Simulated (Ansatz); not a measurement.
## Stress against strain in Ge

```yaml
crystal:
  lattice:
    - [0.00000, 2.82877, 2.82877]
    - [2.82877, 0.00000, 2.82877]
    - [2.82877, 2.82877, 0.00000]
  atoms:
    - { symbol: Ge, position: [0.50000, 0.50000, 0.50000] }
    - { symbol: Ge, position: [0.75000, 0.75000, 0.75000] }
```

Atom numbers follow the list: Ge1, Ge2.

Structure: COD 9011050, as refined from experiment and not relaxed.

The calculation used DFT, PBE, all-electron LAPW, scalar-relativistic (Ansatz 0.2.0).

Numerical set-up: a Γ-centred 10×10×10 k mesh, Fermi–Dirac smearing of 0.05 eV, basis error target 0.25 meV/atom, no spin polarisation.

The strain is applied along the Cartesian axes of the cell as listed (the other components stay zero). Fractional coordinates are held (clamped ions).

σ is the change of stress from the unstrained cell, which is at 3.65 GPa; tension is positive, so slopes are stress–strain coefficients at that pressure.

Only quantities that a quadratic follows smoothly over the whole series are listed; rougher ones are left out.

```
    εzz  σzz (GPa)  σxx (GPa)
-0.0300      -3.82      -1.76
-0.0100      -1.23      -0.53
 0.0000       0.00       0.00
 0.0100       1.19       0.49
 0.0200       2.36       0.95
 0.0300       3.49       1.37
```

Task: Fit the series and read off the stiffness at zero strain.

Result: Least-squares fits y = p0 + p1 x + p2 x² to the rows give σzz (GPa): p1 = 122, p2 = -180; σxx (GPa): p1 = 52, p2 = -220. So C11 = 122 GPa and C12 = 52 GPa, which gives B = (C11 + 2 C12)/3 = 75 GPa.

Task: One run, at εzz = -0.0200, is withheld. Predict its row.

Result: The fits give -2.51, -1.13; the run gave -2.51, -1.12.
